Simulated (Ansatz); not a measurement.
## Al$_{3}$Cu: why energy differences converge before total energies

All numbers below come from DFT PBEsol, scalar-relativistic, plane waves, PAW in Ansatz.

```yaml
crystal:
  lattice:
    - [2.77841, 0.00000, 0.00000]
    - [0.00000, 2.77841, 0.00000]
    - [0.00000, 0.00000, 7.51340]
  atoms:
    - { symbol: Al, position: [0.00000, 0.00000, 0.50000] }
    - { symbol: Al, position: [0.50000, 0.50000, 0.22612] }
    - { symbol: Al, position: [0.50000, 0.50000, 0.77388] }
    - { symbol: Cu, position: [0.00000, 0.00000, 0.00000] }
```

| Property | Result |
| --- | --- |
| Γ-centred k-mesh | 16×16×6 |
| occupation rule | Gaussian smearing, 0.1 eV |
| spin treatment | unpolarised |

A second cell has all atoms moved and the lattice slightly strained:

```yaml
crystal:
  lattice:
    - [2.75565, 0.00686, 0.01214]
    - [0.00686, 2.82830, 0.00470]
    - [0.03283, 0.01272, 7.58822]
  atoms:
    - { symbol: Al, position: [0.97711, 0.97777, 0.49685] }
    - { symbol: Al, position: [0.48303, 0.48989, 0.23826] }
    - { symbol: Al, position: [0.47609, 0.53850, 0.76707] }
    - { symbol: Cu, position: [0.00950, 0.01290, 0.00658] }
```

It ran on a 10×10×4 mesh, another than the first cell's, which shifts the difference by nearly the same amount at every cutoff. Both were run at several values of the cutoff; energies per atom at zero smearing, errors against the largest value (600 eV), which isn't proved converged itself.

```csv
cutoff,"error, first cell (meV)","error, second cell (meV)"
200 eV,4062.40,4058.89
250 eV,728.76,720.85
300 eV,93.89,92.35
350 eV,9.59,9.43
420 eV,0.92,0.93
```

Q: At the largest value the second cell lies 18.68 meV/atom above the first. What is the error of that difference at each value, and where does each quantity come within 1 meV/atom?

A: The error of the difference is the second cell's error less the first's:
| cutoff | difference (meV) | its error (meV) |
| --- | --- | --- |
| 200 eV | 15.17 | -3.50 |
| 250 eV | 10.77 | -7.90 |
| 300 eV | 17.14 | -1.54 |
| 350 eV | 18.52 | -0.15 |
| 420 eV | 18.68 | 0.01 |

The first cell's total energy stays within 1 meV/atom from 420 eV on, the difference from 350 eV on. Most of the error cancels, by a factor of about 92 in the median. A missing short wave mostly misdescribes the region near each nucleus, which both cells share; what doesn't cancel comes largely from the change of volume and bonding.

6 further runs of this set aren't shown.

The large common error probably comes mainly from the Cu 3d shell. These orbitals are compact and nodeless, so they need shorter waves than the smooth Al 3s and 3p states, and each cell holds the same single Cu atom. The remainder is negative from 200 to 350 eV, so too small a basis favours the distorted cell. This fits its larger volume: at a fixed cutoff, a larger cell holds more plane waves per atom. The displaced atoms also change the overlap and hybridisation around Cu, however, and the two effects can't be separated here.

The cancellation isn't a steady function of cutoff. The difference is closer to its final value at 200 eV than at 250 eV, although both total energies are far worse there, which suggests a fortuitous balance rather than earlier convergence. The data therefore support 350 eV for comparing these two cells, but not automatically for cells of different composition, where the Cu contribution would no longer cancel in the same way, or for stresses, which respond directly to the change of basis with volume.
